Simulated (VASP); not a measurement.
# TiAl3 (Pmm2) in VASP: equation of state

How stiff is TiAl3 in PBEsol, and what volume does it want? The cell is scaled to several volumes.

Program: VASP 6.6.1. These are calculated values, not measurements. Logs are shortened: lines on timing, memory, paths and dates and some standing lists are left out, and cuts for length are marked.

**1. The crystal as given**

Symmetry: Pmm2, No. 25, orthorhombic system. The conventional cell has a = 2.840 Å, b = 4.681 Å, c = 4.901 Å, α = 90.00°, β = 90.00°, γ = 90.00°. Around Ti (site symmetry mm2) lie 10 Al at 2.83 to 2.85 Å and 2 Ti at 2.84 Å. Around Al (site symmetry mm2) lie 10 Al at 2.81 to 2.86 Å and 2 Ti at 2.85 Å. Al (site symmetry mm2) has 8 Al at 2.81 to 2.86 Å and 4 Ti at 2.85 Å as nearest neighbours. Al (site symmetry mm2) is surrounded by 4 Ti at 2.83 to 2.84 Å and 8 Al at 2.84 to 2.86 Å.

The cell comes from a database or a generator and needn't be the stable form of this composition.

**2. Equation of state, PBEsol, 15.31 Å³/atom (volume scaled by 0.94)**

Contents of INCAR:

```
SYSTEM = TiAl3
ALGO = Normal ; EDIFF = 1E-7
ENCUT = 520 ; GGA = PS
ISIF = 2 ; ISMEAR = -1
LASPH = .True. ; LCHARG = .False.
LREAL = .False. ; LWAVE = .False.
NBANDS = 18 ; NELM = 80
PREC = Accurate ; SIGMA = 0.05
```

Contents of KPOINTS:

```
k-points
0
Gamma
  9 6 6
  0 0 0
```

Contents of POSCAR:

```
TiAl3
1.0
    2.7817081424      0.0000000000      0.0000000000
    0.0000000000      4.5857011856      0.0000000000
    0.0000000000      0.0000000000      4.8006987856
Ti Al
1 3
Direct
    0.0000000000      0.5000000000      0.1659160000
    0.0000000000      0.0000000000      0.8359000000
    0.5000000000      0.0000000000      0.3309120000
    0.5000000000      0.5000000000      0.6672710000
```

Potentials or basis: VASP PAW PBE potentials, release 64 (Ti_sv, Al).

On the command line:

```bash
$ cat potpaw_PBE.64/Ti_sv/POTCAR potpaw_PBE.64/Al/POTCAR > POTCAR
$ mpirun -np 1 vasp_std > vasp.out
```

OUTCAR:

```text
SYSTEM = TiAl3
   EDIFF = 1E-7
   ENCUT = 520
   GGA = PS
   ISIF = 2
   ISMEAR = -1
   LASPH = .True.
   LREAL = .False.
   NELM = 80
   PREC = Accurate

 Found     80 irreducible k-points:

 Following reciprocal coordinates:
            Coordinates               Weight
  0.000000  0.000000  0.000000      1.000000
  0.111111  0.000000  0.000000      2.000000
  0.222222  0.000000  0.000000      2.000000
  0.333333  0.000000  0.000000      2.000000
  0.444444  0.000000  0.000000      2.000000
  0.000000  0.166667  0.000000      2.000000
   k-points           NKPTS =     80   k-points in BZ     NKDIM =     80   number of bands    NBANDS=     18
   number of dos      NEDOS =    301   number of ions     NIONS =      4
   total plane-waves  NPLWV =  31104
   dimension x,y,z NGX =    24 NGY =   36 NGZ =   36
   dimension x,y,z NGXF=    48 NGYF=   72 NGZF=   72
   ions per type =               1   3
   NGX,Y,Z   is equivalent  to a cutoff of  14.34, 13.05, 12.47 a.u.
   NGXF,Y,Z  is equivalent  to a cutoff of  28.69, 26.10, 24.93 a.u.
 SYSTEM =  TiAl3
   PREC   = accura    normal or accurate (medium, high low for compatibility)
   ISTART =      0    job   : 0-new  1-cont  2-samecut
   ICHARG =      2    charge: 1-file 2-atom 10-const
   ISPIN  =      1    spin polarized calculation?
   LNONCOLLINEAR =      F non collinear calculations
   LSORBIT =      F    spin-orbit coupling
   LASPH  =      T    aspherical Exc in radial PAW
   ENCUT  =  520.0 eV  38.22 Ry    6.18 a.u.   5.17  8.53  8.93*2*pi/ulx,y,z
   NELM   =     80;   NELMIN=  2; NELMDL= -5     # of ELM steps
   EDIFF  = 0.1E-06   stopping-criterion for ELM
   LREAL  =      F    real-space projection
   EDIFFG = 0.1E-05   stopping-criterion for IOM
   NSW    =      0    number of steps for IOM
   IBRION =     -1    ionic relax: 0-MD 1-quasi-New 2-CG
   NFREE  =      0    steps in history (QN), initial steepest desc. (CG)
   ISIF   =      2    stress and relaxation
   ISYM   =      2    0-nonsym 1-usesym 2-fastsym
   POTIM  = 0.5000    time-step for ionic-motion
   TEBEG  =    0.0;   TEEND  =   0.0 temperature during run
   PSTRESS=    0.0 pullay stress
   NELECT =      21.0000    total number of electrons
   NUPDOWN=      -1.0000    fix difference up-down
   EMIN   =  10.00;   EMAX   =-10.00  energy-range for DOS
   EFERMI =   0.00;   METHOD = LEGACY
   ISMEAR =    -1;   SIGMA  =   0.05  broadening in eV -4-tet -1-fermi 0-gaus
   EFERMI_NEDOS =   21; number of points for ismear=-14 and -15
   IALGO  =     38    algorithm
   IMIX   =      4    mixing-type and parameters
     AMIX     =   0.40;   BMIX     =  1.00
     AMIX_MAG =   1.60;   BMIX_MAG =  1.00
  volume/ion in A,a.u.               =      15.31       103.31
  Fermi-wavevector in a.u.,A,eV,Ry     =   1.145884  2.165407 17.865133  1.313050
  Thomas-Fermi vector in A             =   2.282571
   LORBIT       =      0    0 simple, 1 ext, 2 COOP (PROOUT), +10 PAW based schemes
   GGA     = PS    functional components
   LHFCALC =     F    Hartree Fock is set to
   AEXX    =    0.0000 exact exchange contribution
   IVDW    =     0    specifies the selected vdW correction
   LEPSILON=     F    determine dielectric tensor
   LRPA    =     F    only Hartree local field effects (RPA)
 non-spin polarized calculation
  energy-cutoff  :      520.00
  volume of cell :       61.24
 maximum number of plane-waves:      1676
 NGX is ok and might be reduce to    24
   NGX = 11   NGY = 17   NGZ = 17

 number of electron      21.0000000 magnetization

 Free energy of the ion-electron system (eV)
  ---------------------------------------------------
  ext. energy  EPLUGINS =         0.00000000
  ---------------------------------------------------
  free energy    TOTEN  =       -21.56257909 eV

  energy without entropy =      -21.54142153  energy(sigma->0) =      -21.55200031

 E-fermi :   8.6206     XC(G=0): -10.9622

 val. band max:        8.6008416671   @ k =   0.2222   0.5000   0.3333
 cond. band min:       8.6280662650   @ k =   0.2222   0.3333   0.3333
 fundamental gap:      0.0272245978
 Fermi energy:         8.6206409938

 k-point     1 :       0.0000    0.0000    0.0000
  band No.  band energies     occupation
      1     -47.4861      2.00000
      2     -23.9323      2.00000
      3     -23.9298      2.00000
      4     -23.5087      2.00000
      5      -1.8488      2.00000
      6       3.3989      2.00000
[... 10 lines left out ...]
     17      14.9898      0.00000
     18      15.4040      0.00000

 k-point     2 :       0.1111    0.0000    0.0000
  band No.  band energies     occupation
      1     -47.4780      2.00000
      2     -23.9245      2.00000
      3     -23.9219      2.00000
      4     -23.5738      2.00000
      5      -1.6082      2.00000
      6       3.6129      2.00000
[... 10 lines left out ...]
     17      13.6065      0.00000
     18      14.9852      0.00000

 k-point     3 :       0.2222    0.0000    0.0000
  band No.  band energies     occupation
      1     -47.4575      2.00000
      2     -23.9049      2.00000
      3     -23.9019      2.00000
      4     -23.7365      2.00000
      5      -0.8940      2.00000
      6       4.2421      2.00000
[... 10 lines left out ...]
     17      13.4618      0.00000
     18      14.9177      0.00000

 k-point     4 :       0.3333    0.0000    0.0000
  band No.  band energies     occupation
      1     -47.4341      2.00000
      2     -23.9178      2.00000
      3     -23.8825      2.00000
      4     -23.8789      2.00000
      5       0.2745      2.00000
      6       5.2299      2.00000
[... 10 lines left out ...]
     17      13.3578      0.00000
     18      13.9676      0.00000

 k-point     5 :       0.4444    0.0000    0.0000
  band No.  band energies     occupation
      1     -47.4187      2.00000
      2     -24.0341      2.00000
      3     -23.8677      2.00000
      4     -23.8639      2.00000
      5       1.8688      2.00000
      6       3.8423      2.00000
[... 10 lines left out ...]
     17      12.6046      0.00000
     18      13.0867      0.00000

 k-point     6 :       0.0000    0.1667    0.0000
  band No.  band energies     occupation
      1     -47.4860      2.00000
      2     -23.9336      2.00000
      3     -23.9297      2.00000
      4     -23.5087      2.00000
      5      -1.6546      2.00000
      6       2.7641      2.00000
[... 10 lines left out ...]
     17      15.4745      0.00000
     18      16.0935      0.00000

 [... further k-points ...]
[... 5 lines left out ...]
  --------------------------------------------------------------------------------------
  -------------------------------------------------------------------------------------
  Total        0.7794537      2.0489381      2.1355161      0.0000000      0.0000000      0.0000000
  in kB       20.3929074     53.6065252     55.8716707      0.0000000      0.0000000      0.0000000
  external PRESSURE =      43.2903678 kB  Pullay stress =       0.0000000 kB

 VOLUME and BASIS-vectors are now :
 -----------------------------------------------------------------------------
  energy-cutoff  :      520.00
  volume of cell :       61.24
      direct lattice vectors                 reciprocal lattice vectors
     2.781708142  0.000000000  0.000000000     0.359491344  0.000000000  0.000000000
     0.000000000  4.585701186  0.000000000     0.000000000  0.218069159  0.000000000
     0.000000000  0.000000000  4.800698786     0.000000000  0.000000000  0.208303009

 POSITION                                       TOTAL-FORCE (eV/Angst)
 -----------------------------------------------------------------------------------
      0.00000      2.29285      0.79651         0.000000      0.000000     -0.011710
      0.00000      0.00000      4.01290         0.000000      0.000000      0.022785
      1.39085      0.00000      1.58861         0.000000      0.000000      0.034615
      1.39085      2.29285      3.20337         0.000000      0.000000     -0.045690
 -----------------------------------------------------------------------------------
    total drift:                                0.000000      0.000000     -0.000025

  FREE ENERGIE OF THE ION-ELECTRON SYSTEM (eV)
  ---------------------------------------------------
  free  energy   TOTEN  =       -21.5625790905 eV

  energy  without entropy=      -21.5414215319  energy(sigma->0) =      -21.55200031
```

Run time: 31 s. Hardware: 1 thread of Intel Xeon 6975P-C (Granite Rapids), shared host; peak memory 0.23 GiB.

Results:

```yaml
Free_energy: -21.5626 eV
Pressure: 4.3 GPa
Largest_force: 0.046 eV/Å
Band_gap_on_the_k_mesh: none (metal or under the smearing width)
```

Caveat: the PAW data sets were made with another functional, which shifts forces and pressure a little.

**3. Equation of state, PBEsol, 15.64 Å³/atom (volume scaled by 0.96)**

INCAR is that of step 2.

KPOINTS is that of step 2.

Contents of POSCAR:

```
TiAl3
1.0
    2.8012982818      0.0000000000      0.0000000000
    0.0000000000      4.6179959200      0.0000000000
    0.0000000000      0.0000000000      4.8345076374
Ti Al
1 3
Direct
    0.0000000000      0.5000000000      0.1659160000
    0.0000000000      0.0000000000      0.8359000000
    0.5000000000      0.0000000000      0.3309120000
    0.5000000000      0.5000000000      0.6672710000
```

Potentials or basis: VASP PAW PBE potentials, release 64 (Ti_sv, Al).

On the command line:

```bash
$ cat potpaw_PBE.64/Ti_sv/POTCAR potpaw_PBE.64/Al/POTCAR > POTCAR
$ mpirun -np 1 vasp_std > vasp.out
```

Wall time 32 s (1 thread of Intel Xeon 6975P-C (Granite Rapids), shared host); peak memory 0.23 GiB.

It converged, with:

| Quantity | Value |
| --- | --- |
| Free energy | -21.5878 eV |
| Pressure | 1.9 GPa |
| Largest force | 0.035 eV/Å |
| Band gap on the k mesh | none (metal or under the smearing width) |

Caveat: the PAW data sets were made with another functional, which shifts forces and pressure a little.

**4. Equation of state, PBEsol, 15.96 Å³/atom (volume scaled by 0.98)**

INCAR is that of step 3.

KPOINTS is that of step 3.

Contents of POSCAR:

```
TiAl3
1.0
    2.8206181908      0.0000000000      0.0000000000
    0.0000000000      4.6498451741      0.0000000000
    0.0000000000      0.0000000000      4.8678501230
Ti Al
1 3
Direct
    0.0000000000      0.5000000000      0.1659160000
    0.0000000000      0.0000000000      0.8359000000
    0.5000000000      0.0000000000      0.3309120000
    0.5000000000      0.5000000000      0.6672710000
```

On the command line:

```bash
$ cat potpaw_PBE.64/Ti_sv/POTCAR potpaw_PBE.64/Al/POTCAR > POTCAR
$ mpirun -np 1 vasp_std > vasp.out
```

Run time: 31 s. Hardware: 1 thread of Intel Xeon 6975P-C (Granite Rapids), shared host; peak memory 0.23 GiB.

It converged, with:

```yaml
Free_energy: -21.5940 eV
Pressure: -0.3 GPa
Largest_force: 0.040 eV/Å
Band_gap_on_the_k_mesh: none (metal or under the smearing width)
```

Caveat: the PAW data sets were made with another functional, which shifts forces and pressure a little.

**5. Equation of state, PBEsol, 16.61 Å³/atom (volume scaled by 1.02)**

INCAR is that of step 4.

KPOINTS is that of step 4.

Contents of POSCAR:

```
TiAl3
1.0
    2.8584833560      0.0000000000      0.0000000000
    0.0000000000      4.7122666518      0.0000000000
    0.0000000000      0.0000000000      4.9331981909
Ti Al
1 3
Direct
    0.0000000000      0.5000000000      0.1659160000
    0.0000000000      0.0000000000      0.8359000000
    0.5000000000      0.0000000000      0.3309120000
    0.5000000000      0.5000000000      0.6672710000
```

On the command line:

```bash
$ cat potpaw_PBE.64/Ti_sv/POTCAR potpaw_PBE.64/Al/POTCAR > POTCAR
$ mpirun -np 1 vasp_std > vasp.out
```

It took 38 s on 1 thread of Intel Xeon 6975P-C (Granite Rapids), shared host; peak memory 0.23 GiB.

It converged, with:

| Item | Value |
| --- | --- |
| Free energy | -21.5568 eV |
| Pressure | -4.1 GPa |
| Largest force | 0.055 eV/Å |
| Band gap on the k mesh | none (metal or under the smearing width) |

Caveat: the PAW data sets were made with another functional, which shifts forces and pressure a little.

(Continued in part 2 of 2.)
